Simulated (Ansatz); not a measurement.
## AlSb, carrier doping

Take AlSb in the zinc blende structure (space group F-43m, No. 216; a = 6.226 Å) as the base.

Carriers are added at fixed cell with a uniform background; the Fermi–Dirac width is that of 300 K.

Method: PBE/PAW in Ansatz (a quantum-chemistry and plane-wave program), without spin-orbit coupling, earlier PAW set.

Notes on the quantities. Fermi level from band edge: Fermi level relative to the doped band's edge (positive inside the band; to 0.05 eV).

```tsv
change	Fermi level from band edge	gap character	gap between the host's bands
undoped	–	indirect, Γ → L	1.24 eV
electrons 7.0×10^20 cm⁻³	+0.20 eV	indirect, Γ → L	1.23 eV
electrons 3.0×10^21 cm⁻³	+0.40 eV	indirect, Γ → L	1.21 eV
electrons 5.0×10^21 cm⁻³	+0.55 eV	indirect, Γ → a point along ⟨100⟩, about 0.9 Å⁻¹ from Γ	1.17 eV
holes 7.0×10^20 cm⁻³	+0.20 eV	indirect, Γ → L	…
holes 3.0×10^21 cm⁻³	+0.45 eV	indirect, Γ → L	1.29 eV
holes 5.0×10^21 cm⁻³	+0.65 eV	…	…
```

### Question
What belongs in the blanks?

### Answer

- holes 7.0×10^20 cm⁻³, gap between the host's bands: 1.25 eV
- holes 5.0×10^21 cm⁻³, gap character: direct at Γ
- holes 5.0×10^21 cm⁻³, gap between the host's bands: 1.31 eV

Charged cell with a jellium background: band edges are those of the host's band count, energies are not comparable with the neutral cell, and many-body gap narrowing is missing. Spin-orbit coupling, missing from the scalar runs, can matter with Sb. Stability against distortions was not tested.
